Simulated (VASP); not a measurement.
# WSe2 in VASP: relaxation of cell and atoms with PBEsol

Aim: the relaxation of cell and atoms of WSe2 with PBEsol.

All numbers are computed with VASP 6.6.1; they aren't measurements. Logs are shortened: lines on timing, memory, paths and dates and some standing lists are left out, and cuts for length are marked.

## Step 1: Starting point

The cell holds a sheet with vacuum, 3 atoms: a = 3.300 Å, b = 3.300 Å, c = 19.360 Å, α = 90.00°, β = 90.00°, γ = 120.00°.

The cell was built by a generator and needn't be a form met in nature.

## Step 2: Relaxation of cell and atoms, PBEsol

File INCAR:

```
SYSTEM = WSe2
PREC = Accurate ; ENCUT = 600
EDIFF = 1E-7 ; ISMEAR = 0
SIGMA = 0.03 ; LREAL = .FALSE.
LASPH = .TRUE. ; NELM = 120
ALGO = Normal ; ISIF = 3
LWAVE = .FALSE. ; LCHARG = .FALSE.
GGA = PS ; IBRION = 2
NSW = 40 ; EDIFFG = -0.005
LATTICE_CONSTRAINTS = .TRUE. .TRUE. .FALSE. ; KPAR = 2
```

File KPOINTS:

```
regular mesh
0
G
  12 12 1
  0 0 0
```

File POSCAR:

```
WSe2
1.0
    3.3000000000      0.0000000000      0.0000000000
   -1.6500000000      2.8578838300      0.0000000000
    0.0000000000      0.0000000000     19.3600000000
Se W
2 1
Direct
    0.6666670000      0.3333330000      0.4132231400
    0.6666670000      0.3333330000      0.5867768600
    0.3333330000      0.6666670000      0.5000000000
```

Potentials or basis: VASP PAW PBE potentials, release 64 (Se, W_sv).

On the command line:

```
> cat potpaw_PBE.64/Se/POTCAR potpaw_PBE.64/W_sv/POTCAR > POTCAR
> mpirun -np 2 vasp_std > vasp.out
```

OUTCAR:

```text
SYSTEM = WSe2
   PREC = Accurate
   ENCUT = 600
   EDIFF = 1E-7
   ISMEAR = 0
   LREAL = .FALSE.
   LASPH = .TRUE.
   NELM = 120
   ISIF = 3
   GGA = PS
   IBRION = 2
   NSW = 40
   EDIFFG = -0.005

 ion  position               nearest neighbor table
   1  0.667  0.333  0.413-   3 2.54   3 2.54   3 2.54
   2  0.667  0.333  0.587-   3 2.54   3 2.54   3 2.54
   3  0.333  0.667  0.500-   1 2.54   2 2.54   1 2.54   2 2.54   1 2.54   2 2.54

  LATTYP: Found a hexagonal cell.
 ALAT       =     3.3000000000
 C/A-ratio  =     5.8666666667

  Lattice vectors:

 A1 = (   3.3000000000,   0.0000000000,   0.0000000000)
 A2 = (  -1.6500000000,   2.8578838300,   0.0000000000)
 A3 = (   0.0000000000,   0.0000000000,  19.3600000000)

Analysis of symmetry for initial positions (statically):
=====================================================================
 Subroutine PRICEL returns:
 Original cell was already a primitive cell.

 Routine SETGRP: Setting up the symmetry group for a
 hexagonal supercell.

 Subroutine GETGRP returns: Found 12 space group operations
 (whereof 12 operations were pure point group operations)
 out of a pool of 24 trial point group operations.

The static configuration has the point symmetry D_3h.

Analysis of symmetry for dynamics (positions and initial velocities):
=====================================================================
 Subroutine PRICEL returns:
 Original cell was already a primitive cell.

 Routine SETGRP: Setting up the symmetry group for a
 hexagonal supercell.

 Subroutine GETGRP returns: Found 12 space group operations
 (whereof 12 operations were pure point group operations)
 out of a pool of 24 trial point group operations.

The dynamic configuration has the point symmetry D_3h.

 Subroutine INISYM returns: Found 12 space group operations
 (whereof 12 operations are pure point group operations),
 and found     1 'primitive' translations

----------------------------------------------------------------------------------------

                                     Primitive cell

  volume of cell :     182.5845

  direct lattice vectors                    reciprocal lattice vectors
     3.300000000  0.000000000  0.000000000     0.303030303  0.174954627  0.000000000
    -1.650000000  2.857883830  0.000000000     0.000000000  0.349909254  0.000000000
     0.000000000  0.000000000 19.360000000     0.000000000  0.000000000  0.051652893

  length of vectors
     3.300000000  3.299999998 19.360000000     0.349909254  0.349909254  0.051652893

  position of ions in fractional coordinates (direct lattice)
     0.666667000  0.333333000  0.413223140
     0.666667000  0.333333000  0.586776860
     0.333333000  0.666667000  0.500000000

  ion indices of the primitive-cell ions
   primitive index   ion index
                 1           1
                 2           2
                 3           3

----------------------------------------------------------------------------------------

 KPOINTS: regular mesh

Automatic generation of k-mesh.
 Grid dimensions read from file:
 generate k-points for:   12   12    1

 Generating k-lattice:

  Cartesian coordinates                     Fractional coordinates (reciprocal lattice)
     0.025252525  0.014579552  0.000000000     0.083333333  0.000000000  0.000000000
     0.000000000  0.029159105  0.000000000     0.000000000  0.083333333  0.000000000
     0.000000000  0.000000000  0.051652893     0.000000000  0.000000000  1.000000000

  Length of vectors
     0.029159105  0.029159105  0.051652893

  Shift w.r.t. Gamma in fractional coordinates (k-lattice)
     0.000000000  0.000000000  0.000000000

 Subroutine IBZKPT returns following result:
 ===========================================

 Found     19 irreducible k-points:

 Following reciprocal coordinates:
            Coordinates               Weight
  0.000000  0.000000  0.000000      1.000000
  0.083333 -0.000000  0.000000      6.000000
  0.166667 -0.000000  0.000000      6.000000
  0.250000 -0.000000  0.000000      6.000000
  0.333333 -0.000000  0.000000      6.000000
  0.416667 -0.000000  0.000000      6.000000
[... 11 lines left out ...]
  0.333333  0.250000  0.000000     12.000000
  0.333333  0.333333  0.000000      2.000000
   k-points           NKPTS =     19   k-points in BZ     NKDIM =     19   number of bands    NBANDS=     17
   number of dos      NEDOS =    301   number of ions     NIONS =      3
   total plane-waves  NPLWV = 125440
   dimension x,y,z NGX =    28 NGY =   28 NGZ =  160
   dimension x,y,z NGXF=    56 NGYF=   56 NGZF=  320
   ions per type =               2   1
   NGX,Y,Z   is equivalent  to a cutoff of  14.11, 14.11, 13.74 a.u.
   NGXF,Y,Z  is equivalent  to a cutoff of  28.21, 28.21, 27.48 a.u.
 SYSTEM =  WSe2
   PREC   = accura    normal or accurate (medium, high low for compatibility)
   ISTART =      0    job   : 0-new  1-cont  2-samecut
   ICHARG =      2    charge: 1-file 2-atom 10-const
   ISPIN  =      1    spin polarized calculation?
   LNONCOLLINEAR =      F non collinear calculations
   LSORBIT =      F    spin-orbit coupling
   LASPH  =      T    aspherical Exc in radial PAW
   ENCUT  =  600.0 eV  44.10 Ry    6.64 a.u.   6.59  6.59 38.67*2*pi/ulx,y,z
   NELM   =    120;   NELMIN=  2; NELMDL= -5     # of ELM steps
   EDIFF  = 0.1E-06   stopping-criterion for ELM
   LREAL  =      F    real-space projection
   EDIFFG = -.5E-02   stopping-criterion for IOM
   NSW    =     40    number of steps for IOM
   IBRION =      2    ionic relax: 0-MD 1-quasi-New 2-CG
   NFREE  =      1    steps in history (QN), initial steepest desc. (CG)
   ISIF   =      3    stress and relaxation
   ISYM   =      2    0-nonsym 1-usesym 2-fastsym
   POTIM  = 0.5000    time-step for ionic-motion
   TEBEG  =    0.0;   TEEND  =   0.0 temperature during run
   PSTRESS=    0.0 pullay stress
   NELECT =      26.0000    total number of electrons
   NUPDOWN=      -1.0000    fix difference up-down
   EMIN   =  10.00;   EMAX   =-10.00  energy-range for DOS
   EFERMI =   0.00;   METHOD = LEGACY
   ISMEAR =     0;   SIGMA  =   0.03  broadening in eV -4-tet -1-fermi 0-gaus
   EFERMI_NEDOS =   21; number of points for ismear=-14 and -15
   IALGO  =     38    algorithm
   IMIX   =      4    mixing-type and parameters
     AMIX     =   0.40;   BMIX     =  1.00
     AMIX_MAG =   1.60;   BMIX_MAG =  1.00
  volume/ion in A,a.u.               =      60.86       410.71
  Fermi-wavevector in a.u.,A,eV,Ry     =   0.854892  1.615512  9.943690  0.730841
  Thomas-Fermi vector in A             =   1.971558
   LORBIT       =      0    0 simple, 1 ext, 2 COOP (PROOUT), +10 PAW based schemes
   GGA     = PS    functional components
   LHFCALC =     F    Hartree Fock is set to
   AEXX    =    0.0000 exact exchange contribution
   IVDW    =     0    specifies the selected vdW correction
   LEPSILON=     F    determine dielectric tensor
   LRPA    =     F    only Hartree local field effects (RPA)
 conjugate gradient relaxation of ions
 non-spin polarized calculation
 Gauss-broadening in eV      SIGMA  =   0.03
  energy-cutoff  :      600.00
  volume of cell :      182.58
 maximum number of plane-waves:      6165
 NGX is ok and might be reduce to    28
   NGX = 13   NGY = 13   NGZ = 77

--------------------------------------- Ionic step        1  -------------------------------------------

 number of electron      25.9999999 magnetization

 Free energy of the ion-electron system (eV)
  ---------------------------------------------------
  ext. energy  EPLUGINS =         0.00000000
  ---------------------------------------------------
  free energy    TOTEN  =       -23.22567099 eV

  energy without entropy =      -23.22567099  energy(sigma->0) =      -23.22567099

------------------------ aborting loop because EDIFF is reached ----------------------------------------

  FORCE on cell =-STRESS in cart. coord.  units (eV):
  Direction    XX          YY          ZZ          XY          YZ          ZX
  --------------------------------------------------------------------------------------
  -------------------------------------------------------------------------------------
  Total       -1.0470327     -1.0470327     -0.8963892      0.0000000      0.0000000      0.0000000
  in kB       -9.1877035     -9.1877035     -7.8658078      0.0000000      0.0000000      0.0000000
  external PRESSURE =      -8.7470716 kB  Pullay stress =       0.0000000 kB

 VOLUME and BASIS-vectors are now :
 -----------------------------------------------------------------------------
  energy-cutoff  :      600.00
  volume of cell :      182.58
      direct lattice vectors                 reciprocal lattice vectors
     3.300000000  0.000000000  0.000000000     0.303030303  0.174954627  0.000000000
    -1.650000000  2.857883830  0.000000000     0.000000000  0.349909254  0.000000000
     0.000000000  0.000000000 19.360000000     0.000000000  0.000000000  0.051652893
[... 186 lines left out ...]
 POSITION                                       TOTAL-FORCE (eV/Angst)
 -----------------------------------------------------------------------------------
      1.63685      0.94504      8.00541        -0.000000     -0.000000     -0.003538
      1.63685      0.94504     11.35459        -0.000000     -0.000000      0.003538
     -0.00000      1.89007      9.68000         0.000000      0.000000      0.000000
 -----------------------------------------------------------------------------------
    total drift:                                0.000776     -0.000448      0.000000

  FREE ENERGIE OF THE ION-ELECTRON SYSTEM (eV)
  ---------------------------------------------------
  free  energy   TOTEN  =       -23.2357321857 eV

  energy  without entropy=      -23.2357321857  energy(sigma->0) =      -23.23573219

--------------------------------------- Ionic step        7  -------------------------------------------

 number of electron      26.0000000 magnetization

 Free energy of the ion-electron system (eV)
  ---------------------------------------------------
  ext. energy  EPLUGINS =         0.00000000
  ---------------------------------------------------
  free energy    TOTEN  =       -23.23574004 eV

  energy without entropy =      -23.23574004  energy(sigma->0) =      -23.23574004

 E-fermi :  -1.2795     XC(G=0):  -4.1677

 val. band max:       -1.4257764834   @ k =   0.3333   0.3333   0.0000
 cond. band min:       0.2546788803   @ k =   0.1667   0.1667   0.0000
 fundamental gap:      1.6804553638
 Fermi energy:        -1.2795395098

 k-point     1 :       0.0000    0.0000    0.0000
  band No.  band energies     occupation
      1     -75.3781      2.00000
      2     -39.6408      2.00000
      3     -39.4919      2.00000
      4     -39.4919      2.00000
      5     -16.3101      2.00000
      6     -15.0191      2.00000
[... 9 lines left out ...]
     16       1.8148      0.00000
     17       1.8148      0.00000
[... 380 lines left out ...]
 POSITION                                       TOTAL-FORCE (eV/Angst)
 -----------------------------------------------------------------------------------
      1.63642      0.94479      8.00488         0.000000      0.000000     -0.000245
      1.63642      0.94479     11.35512         0.000000      0.000000      0.000245
     -0.00000      1.88958      9.68000        -0.000000     -0.000000      0.000000
 -----------------------------------------------------------------------------------
    total drift:                                0.000775     -0.000448      0.000000

  FREE ENERGIE OF THE ION-ELECTRON SYSTEM (eV)
  ---------------------------------------------------
  free  energy   TOTEN  =       -23.2357400411 eV

  energy  without entropy=      -23.2357400411  energy(sigma->0) =      -23.23574004

 reached required accuracy - stopping structural energy minimisation
```

Wall time 2.3 min (2 MPI ranks of Intel Xeon 6975P-C (Granite Rapids), shared host); peak memory 0.41 GiB.

What came out:

```yaml
Free_energy: -23.2357 eV
Relaxed_volume: 59.86 Å³/atom
Relaxed_cell: a = 3.273 Å, b = 3.273 Å, c = 19.360 Å, α = 90.00°, β = 90.00°, γ = 120.00°
Space_group_after_relaxing_to_0.05_Å: P-6m2 (No. 187)
Energy_gained_by_relaxing: 3.4 meV/atom
Ionic_steps: 7
Band_gap_on_the_k_mesh: 1.68 eV, indirect (least direct gap 1.69 eV)
```

Step by step:
| step | energy change (eV) | largest force (eV/Å) | pressure (GPa) | volume (Å³) |
| --- | --- | --- | --- | --- |
| 1 | 0.0000 | 0.2651 | -0.87 | 182.58 |
| 2 | 0.0032 | 0.3485 | 1.09 | 176.49 |
| 3 | -0.0100 | 0.0132 | 0.00 | 179.70 |
| 4 | -0.0100 | 0.0189 | 0.02 | 179.65 |
| 5 | -0.0101 | 0.0016 | -0.01 | 179.69 |
| 6 | -0.0101 | 0.0035 | -0.01 | 179.69 |
| 7 | -0.0101 | 0.0002 | 0.00 | 179.59 |

Final structure:
```xyz
3
Lattice="3.2728 0.0000 0.0000 -1.6364 2.8344 0.0000 0.0000 0.0000 19.3600" Properties=species:S:1:pos:R:3 pbc="T T T"
Se    1.6364    0.9448    8.0049
Se    1.6364    0.9448   11.3551
W     0.0000    1.8896    9.6800
```

Levels at points of the mesh, in eV from the valence-band top:
```
           k point  band 11  band 12  band 13  band 14  band 15  band 16
(0.00, 0.00, 0.00)    -1.17    -1.17    -0.42     3.05     3.05     3.24
(0.50, 0.00, 0.00)    -2.19    -1.02    -0.85     2.52     2.85     3.75
```

Caveat: the PAW data sets were made with another functional, which shifts forces and pressure a little; spin-orbit coupling is left out, which moves the levels of the heavy elements.
